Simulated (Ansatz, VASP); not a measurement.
Two plane-wave programs on Sb

The input INCAR:

```
SYSTEM = Sb
PREC     = Accurate       ! precision mode
ENCUT    = 520            ! plane-wave cutoff, eV
EDIFF    = 1E-6           ! SCF threshold, eV
ISMEAR   = -1             ! smearing method
SIGMA    = 0.05           ! smearing width, eV
LREAL    = .FALSE.        ! projectors in reciprocal space
LASPH    = .TRUE.         ! aspherical terms in the spheres
NELM     = 60             ! most SCF steps
ALGO     = Normal         ! electronic algorithm
ISIF     = 2              ! what is computed and relaxed
LWAVE    = .FALSE.        ! write WAVECAR
LCHARG   = .FALSE.        ! write CHGCAR
GGA      = PE             ! functional
NBANDS   = 18             ! bands
```

File KPOINTS:

```
Automatic mesh
0
G
  7 7 7
  0 0 0
```

The input POSCAR:

```
Sb
1.0
   -4.0300106443      4.0300106443      2.0254867038
    4.0300106443     -4.0300106443      2.0254867038
    4.0300106443      4.0300106443     -2.0254867038
Sb
4
Direct
    0.6512630600      0.1512630600      0.8025261200
    0.1512630600      0.3487369400      0.5000000000
    0.3487369400      0.8487369400      0.1974738800
    0.8487369400      0.6512630600      0.5000000000
```

The input input.yaml:

```yaml
crystal:
  lattice:
    - [-4.0300106443, 4.0300106443, 2.0254867038]
    - [4.0300106443, -4.0300106443, 2.0254867038]
    - [4.0300106443, 4.0300106443, -2.0254867038]
  atoms:
    - { symbol: Sb, position: [0.65126306, 0.15126306, 0.80252612] }
    - { symbol: Sb, position: [0.15126306, 0.34873694, 0.5] }
    - { symbol: Sb, position: [0.34873694, 0.84873694, 0.19747388] }
    - { symbol: Sb, position: [0.84873694, 0.65126306, 0.5] }
hamiltonian:
  xc: pbe
  pseudopotentials: { kind: paw }
kpoints:
  mp_grid: { grid: [7, 7, 7] }
scf:
  occupations: { method: fermi_dirac, width: 0.05 }
output:
  forces: true
  stress: true
  eigenvalues: true
```

This isn't the form of Sb at room conditions, which is rhombohedral.

Alike in both runs: task single point; functional PBE; k mesh 7 × 7 × 7; occupations fermi-dirac, width 0.05 eV; no spin polarisation.

```csv
,VASP,Ansatz
version,VASP 6.6.1,Ansatz 0.2.0
potentials or method,"VASP PAW PBE potentials, release 64 (Sb)",Ansatz PAW
plane-wave cutoff (eV),520,420
valence electrons in the cell,20,60
```

Ansatz gave:

- gap on the k mesh at the Fermi level (eV): none
- pressure (GPa): 1.6
- largest component of the traceless stress (GPa): 0.44
- rms of the force components (eV/Å): 0.004

**Question.** What did VASP give for the same quantities?

**Answer.** gap on the k mesh at the Fermi level (eV): none; pressure (GPa): 1.6; largest component of the traceless stress (GPa): 0.45; rms of the force components (eV/Å): 0.002.

Atom by atom the forces differ by 0.006 eV/Å (rms over components). A gap of «none» marks a metal or a gap that the smearing closes. The two sets of potentials don't hold the same shells in valence.

The runs have no spin-orbit coupling, so splittings on Sb are missing.
